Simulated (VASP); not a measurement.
# CdTe (F-43m) in VASP: notebook, part 2 of 3

VASP 6.6.1. The steps go on from the part before.

**3. Single point, LDA**

This run uses another cell than the first one, of 31.60 Å³/atom, 1.043 times its volume.

The input, INCAR:

```
SYSTEM = CdTe
ALGO = Normal ; EDIFF = 1E-6
ENCUT = 520 ; ISIF = 2
ISMEAR = 0 ; LASPH = .TRUE.
LCHARG = .TRUE. ; LELF = .TRUE.
LREAL = .FALSE. ; LVHAR = .TRUE.
LWAVE = .FALSE. ; NBANDS = 16
NELM = 60 ; PREC = Accurate
SIGMA = 0.01
```

The input, KPOINTS:

```
k-points
0
G
  6 6 6
  0 0 0
```

The input, POSCAR:

```
CdTe
1.0
    0.0000000000      3.1616838793      3.1616838793
    3.1616838793      0.0000000000      3.1616838793
    3.1616838793      3.1616838793      0.0000000000
Cd Te
1 1
Direct
    0.0000000000      0.0000000000      0.0000000000
    0.2500000000      0.2500000000      0.2500000000
```

Potentials or basis: VASP PAW LDA potentials, release 64 (Cd, Te).

On the command line:

```sh
$ cat potpaw_LDA.64/Cd/POTCAR potpaw_LDA.64/Te/POTCAR > POTCAR
$ mpirun -np 1 vasp_std > vasp.out
```

OUTCAR:

```text
SYSTEM = CdTe
   EDIFF = 1E-6
   ENCUT = 520
   ISIF = 2
   ISMEAR = 0
   LASPH = .TRUE.
   LREAL = .FALSE.
   NELM = 60
   PREC = Accurate

 ion  position               nearest neighbor table
   1  0.000  0.000  0.000-   2 2.74   2 2.74   2 2.74   2 2.74
   2  0.250  0.250  0.250-   1 2.74   1 2.74   1 2.74   1 2.74

  LATTYP: Found a face centered cubic cell.
 ALAT       =     6.3233677586

  Lattice vectors:

 A1 = (   0.0000000000,   3.1616838793,   3.1616838793)
 A2 = (   3.1616838793,   0.0000000000,   3.1616838793)
 A3 = (   3.1616838793,   3.1616838793,   0.0000000000)

Analysis of symmetry for initial positions (statically):
=====================================================================
 Subroutine PRICEL returns:
 Original cell was already a primitive cell.

 Routine SETGRP: Setting up the symmetry group for a
 face centered cubic supercell.

 Subroutine GETGRP returns: Found 24 space group operations
 (whereof 24 operations were pure point group operations)
 out of a pool of 48 trial point group operations.

The static configuration has the point symmetry T_d .

Analysis of symmetry for dynamics (positions and initial velocities):
=====================================================================
 Subroutine PRICEL returns:
 Original cell was already a primitive cell.

 Routine SETGRP: Setting up the symmetry group for a
 face centered cubic supercell.

 Subroutine GETGRP returns: Found 24 space group operations
 (whereof 24 operations were pure point group operations)
 out of a pool of 48 trial point group operations.

The dynamic configuration has the point symmetry T_d .

 Subroutine INISYM returns: Found 24 space group operations
 (whereof 24 operations are pure point group operations),
 and found     1 'primitive' translations

----------------------------------------------------------------------------------------

                                     Primitive cell

  volume of cell :      63.2099

  direct lattice vectors                    reciprocal lattice vectors
     0.000000000  3.161683879  3.161683879    -0.158143578  0.158143578  0.158143578
     3.161683879  0.000000000  3.161683879     0.158143578 -0.158143578  0.158143578
     3.161683879  3.161683879  0.000000000     0.158143578  0.158143578 -0.158143578

  length of vectors
     4.471296222  4.471296222  4.471296222     0.273912711  0.273912711  0.273912711

  position of ions in fractional coordinates (direct lattice)
     0.000000000  0.000000000  0.000000000
     0.250000000  0.250000000  0.250000000

  ion indices of the primitive-cell ions
   primitive index   ion index
                 1           1
                 2           2

----------------------------------------------------------------------------------------

 KPOINTS: k-points

Automatic generation of k-mesh.
 Grid dimensions read from file:
 generate k-points for:    6    6    6

 Generating k-lattice:

  Cartesian coordinates                     Fractional coordinates (reciprocal lattice)
    -0.026357263  0.026357263  0.026357263     0.166666667  0.000000000  0.000000000
     0.026357263 -0.026357263  0.026357263     0.000000000  0.166666667  0.000000000
     0.026357263  0.026357263 -0.026357263     0.000000000  0.000000000  0.166666667

  Length of vectors
     0.045652119  0.045652119  0.045652119

  Shift w.r.t. Gamma in fractional coordinates (k-lattice)
     0.000000000  0.000000000  0.000000000

 Subroutine IBZKPT returns following result:
 ===========================================

 Found     16 irreducible k-points:

 Following reciprocal coordinates:
            Coordinates               Weight
  0.000000  0.000000  0.000000      1.000000
  0.166667  0.000000  0.000000      8.000000
  0.333333  0.000000  0.000000      8.000000
  0.500000  0.000000  0.000000      4.000000
  0.166667  0.166667  0.000000      6.000000
  0.333333  0.166667  0.000000     24.000000
[... 8 lines left out ...]
 -0.333333  0.333333  0.166667     24.000000
 -0.333333  0.500000  0.166667     12.000000
   k-points           NKPTS =     16   k-points in BZ     NKDIM =     16   number of bands    NBANDS=     16
   number of dos      NEDOS =    301   number of ions     NIONS =      2
   total plane-waves  NPLWV =  46656
   dimension x,y,z NGX =    36 NGY =   36 NGZ =   36
   dimension x,y,z NGXF=    72 NGYF=   72 NGZF=   72
   ions per type =               1   1
   NGX,Y,Z   is equivalent  to a cutoff of  13.39, 13.39, 13.39 a.u.
   NGXF,Y,Z  is equivalent  to a cutoff of  26.77, 26.77, 26.77 a.u.
 SYSTEM =  CdTe
   PREC   = accura    normal or accurate (medium, high low for compatibility)
   ISTART =      0    job   : 0-new  1-cont  2-samecut
   ICHARG =      2    charge: 1-file 2-atom 10-const
   ISPIN  =      1    spin polarized calculation?
   LNONCOLLINEAR =      F non collinear calculations
   LSORBIT =      F    spin-orbit coupling
   LASPH  =      T    aspherical Exc in radial PAW
   ENCUT  =  520.0 eV  38.22 Ry    6.18 a.u.   8.31  8.31  8.31*2*pi/ulx,y,z
   NELM   =     60;   NELMIN=  2; NELMDL= -5     # of ELM steps
   EDIFF  = 0.1E-05   stopping-criterion for ELM
   LREAL  =      F    real-space projection
   EDIFFG = 0.1E-04   stopping-criterion for IOM
   NSW    =      0    number of steps for IOM
   IBRION =     -1    ionic relax: 0-MD 1-quasi-New 2-CG
   NFREE  =      0    steps in history (QN), initial steepest desc. (CG)
   ISIF   =      2    stress and relaxation
   ISYM   =      2    0-nonsym 1-usesym 2-fastsym
   POTIM  = 0.5000    time-step for ionic-motion
   TEBEG  =    0.0;   TEEND  =   0.0 temperature during run
   PSTRESS=    0.0 pullay stress
   NELECT =      18.0000    total number of electrons
   NUPDOWN=      -1.0000    fix difference up-down
   EMIN   =  10.00;   EMAX   =-10.00  energy-range for DOS
   EFERMI =   0.00;   METHOD = LEGACY
   ISMEAR =     0;   SIGMA  =   0.01  broadening in eV -4-tet -1-fermi 0-gaus
   EFERMI_NEDOS =   21; number of points for ismear=-14 and -15
   IALGO  =     38    algorithm
   IMIX   =      4    mixing-type and parameters
     AMIX     =   0.40;   BMIX     =  1.00
     AMIX_MAG =   1.60;   BMIX_MAG =  1.00
  volume/ion in A,a.u.               =      31.60       213.28
  Fermi-wavevector in a.u.,A,eV,Ry     =   1.077053  2.035336 15.783356  1.160044
  Thomas-Fermi vector in A             =   2.212955
   LORBIT       =      0    0 simple, 1 ext, 2 COOP (PROOUT), +10 PAW based schemes
   GGA     = CA    functional components
   LHFCALC =     F    Hartree Fock is set to
   AEXX    =    0.0000 exact exchange contribution
   IVDW    =     0    specifies the selected vdW correction
   LEPSILON=     F    determine dielectric tensor
   LRPA    =     F    only Hartree local field effects (RPA)
 non-spin polarized calculation
 Gauss-broadening in eV      SIGMA  =   0.01
  energy-cutoff  :      520.00
  volume of cell :       63.21
 maximum number of plane-waves:      1724
 NGX is ok and might be reduce to    36
   NGX = 17   NGY = 17   NGZ = 17

 number of electron      18.0000004 magnetization

 Free energy of the ion-electron system (eV)
  ---------------------------------------------------
  ext. energy  EPLUGINS =         0.00000000
  ---------------------------------------------------
  free energy    TOTEN  =        -6.02305243 eV

  energy without entropy =       -6.02305243  energy(sigma->0) =       -6.02305243

 E-fermi :   2.9256     XC(G=0):  -9.2670

 val. band max:        2.8742229471   @ k =   0.0000   0.0000   0.0000
 cond. band min:       3.6526863930   @ k =   0.0000   0.0000   0.0000
 fundamental gap:      0.7784634459
 Fermi energy:         2.9256067620

 k-point     1 :       0.0000    0.0000    0.0000
  band No.  band energies     occupation
      1      -8.8185      2.00000
      2      -5.7107      2.00000
      3      -5.7107      2.00000
      4      -5.7107      2.00000
      5      -5.3879      2.00000
      6      -5.3879      2.00000
[... 8 lines left out ...]
     15      12.3350      0.00000
     16      12.3350      0.00000
[... 267 lines left out ...]
 k-point    16 :      -0.3333    0.5000    0.1667
  band No.  band energies     occupation
      1      -8.1969      2.00000
      2      -5.5542      2.00000
      3      -5.5446      2.00000
      4      -5.4502      2.00000
      5      -5.3742      2.00000
      6      -4.7315      2.00000
[... 8 lines left out ...]
     15      14.1359      0.00000
     16      14.3710      0.00000

------------------------ aborting loop because EDIFF is reached ----------------------------------------

  FORCE on cell =-STRESS in cart. coord.  units (eV):
  Direction    XX          YY          ZZ          XY          YZ          ZX
  --------------------------------------------------------------------------------------
  -------------------------------------------------------------------------------------
  Total        0.9422153      0.9422153      0.9422153     -0.0000000      0.0000000      0.0000000
  in kB       23.8822595     23.8822595     23.8822595     -0.0000000      0.0000000      0.0000000
  external PRESSURE =      23.8822595 kB  Pullay stress =       0.0000000 kB

 VOLUME and BASIS-vectors are now :
 -----------------------------------------------------------------------------
  energy-cutoff  :      520.00
  volume of cell :       63.21
      direct lattice vectors                 reciprocal lattice vectors
     0.000000000  3.161683879  3.161683879    -0.158143578  0.158143578  0.158143578
     3.161683879  0.000000000  3.161683879     0.158143578 -0.158143578  0.158143578
     3.161683879  3.161683879  0.000000000     0.158143578  0.158143578 -0.158143578

 POSITION                                       TOTAL-FORCE (eV/Angst)
 -----------------------------------------------------------------------------------
      0.00000      0.00000      0.00000         0.000000     -0.000000     -0.000000
      1.58084      1.58084      1.58084        -0.000000      0.000000      0.000000
 -----------------------------------------------------------------------------------
    total drift:                                0.000000      0.000000      0.000000

  FREE ENERGIE OF THE ION-ELECTRON SYSTEM (eV)
  ---------------------------------------------------
  free  energy   TOTEN  =        -6.0230524337 eV

  energy  without entropy=       -6.0230524337  energy(sigma->0) =       -6.02305243
```

stdout:

```text
POSCAR found type information on POSCAR CdTe
 POSCAR found :  2 types and       2 ions
 scaLAPACK will be used
 LDA part: xc-table for (Slater(with rela. corr.)+CA(PZ))
 , standard interpolation
 POSCAR, INCAR and KPOINTS ok, starting setup
 FFT: planning ... GRIDC
 FFT: planning ... GRID_SOFT
 FFT: planning ... GRID
 WAVECAR not read
 entering main loop
```

It took 14 s on 1 thread of Intel Xeon Platinum 8259CL at 2.50GHz (Skylake/Cascade Lake), shared host; peak memory 0.17 GiB.

Results:

| Item | Value |
| --- | --- |
| Free energy | -6.0231 eV |
| Pressure | 2.4 GPa |
| Band gap on the k mesh | 0.78 eV, direct |

Caveat: spin-orbit coupling is left out, which moves the levels of the heavy elements.

[end of part 2 of 3]
